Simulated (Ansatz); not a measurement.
Crystal: NbP.

```
CELL_PARAMETERS angstrom
-1.67492 1.67492 5.74011
1.67492 -1.67492 5.74011
1.67492 1.67492 -5.74011
ATOMIC_POSITIONS crystal
Nb 0.24988 0.74988 0.50000
Nb 0.49988 0.49988 0.00000
P 0.83275 0.33275 0.50000
P 0.08275 0.08275 0.00000
```

The cell is a database's computed one.

Program: Ansatz 0.2.0. Alike in all runs: task band structure; potentials or basis Ansatz PAW; no spin polarisation; cell as given; k mesh 11 × 11 × 11; smearing fermi-dirac 0.05 eV.

Q: Order these runs on this cell by their pressure, lowest first.
A. level PBEsol; cutoff (eV) 420
B. level LDA; cutoff (eV) 420
C. level r2SCAN; cutoff (eV) 500

A: B (-9.4 GPa), A (-6.4 GPa), C (-1.6 GPa).

Caveats: the PAW data sets come from PBE, with cores solved anew for the run's functional, which leaves a small shift of forces and pressure.

Runs at the PBE level aren't shown here.
